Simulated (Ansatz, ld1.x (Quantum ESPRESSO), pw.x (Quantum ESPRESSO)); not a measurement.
phosphorus (P): one change to the PAW potential, in the atom and in the bcc crystal

| Quantity | Value |
| --- | --- |
| Element | phosphorus |
| Generator | ld1.x (Quantum ESPRESSO) 7.5 |
| Type | PAW |
| Functional | PBE |
| Relativity | scalar-relativistic |
| Frozen core | [Ne] |
| Valence charge | 5 |
| Reference configuration | 3s2 3p3 |
| Partial waves | 3s (bound): rcut 1.60, rcutus 1.80 bohr; 3s channel at 2.4 Ry: rcut 1.60, rcutus 1.80 bohr; 3p (bound): rcut 1.65, rcutus 2.00 bohr; 3p channel at 0.3 Ry: rcut 1.65, rcutus 2.00 bohr |
| Local potential | all-electron potential smoothed inside 1.80 bohr (lloc = -2) |
| Core correction | Bessel-smoothed model core inside 1.80 bohr |
| Augmentation charge | PSQ, inside the norm-conserving radii |

Change: all radii but the core radius scaled by about 1.09 (s 1.96, p 2.18 bohr, rcut 1.74/1.80); local potential all-electron potential smoothed inside 1.96 bohr (lloc = -2).

Cutoffs, loose and tight: the cutoffs (Ry, on a coarse ladder) from which the occupation-weighted sum of valence levels, in a spherical-Bessel basis at the reference potential, stays within 10 and 1 mRy of its value at 400 Ry. They do not see the model core or the augmentation charge, which bear on the density cutoff. Test errors are all-electron minus pseudo excitation energies from the reference, over the configurations 3s2 3p2; 3s2 3p1; 3s2 3p0; 3s1 3p4; 3s1 3p0; 3s2 3p3.3; 3s0 3p5; variants that change the core or the reference have their own tests.

Crystal test: bcc P in pw.x 7.5, no spin, 15³ k-points, Fermi–Dirac smearing 0.01 Ry, cutoffs set for each file from its atomic test. The reference is all-electron LAPW (Ansatz 0.2.0) with the same functional, mesh and smearing; V0 and B0 come from Birch–Murnaghan fits to the pressures at five volumes. Errors are pseudo minus all-electron; Δ is the rms difference of the E(V) curves that follow from these fits, minima aligned, over ±6 % about the mean V0. Mesh and smearing are coarse, so the numbers serve the comparison and aren't converged zero-temperature values; the lattice is a test structure that the element need not adopt.

All-electron: a0 = 3.052 Å (V0 = 14.22 Å³/atom), B0 = 95.6 GPa.

Question: Does the change bring the crystal closer to the all-electron result?

Answer: The mean pressure error goes from +11.47 to +13.91 GPa, so the change moves the solid further from the all-electron pressures. Neither pressure curve crosses zero within the volumes sampled, so no fits are given.

```tsv
quantity	base	changed
outcome (atom)	generated	generated
cutoff, loose (atom)	12 Ry	12 Ry
cutoff, tight (atom)	18 Ry	18 Ry
bound ghosts (atom)	none	none
largest test error (meV) (atom)	-129	test run stopped at test 1 of 7 (negative rho)
cutoffs in pw.x (Ry)	40/320	40/320
mean pressure error (GPa)	+11.47	+13.91
```

Base: This is a poor potential for the solid. Changed file: This is a poor potential for the solid. Atomic configuration tests: test run stopped at test 1 of 7 (negative rho).
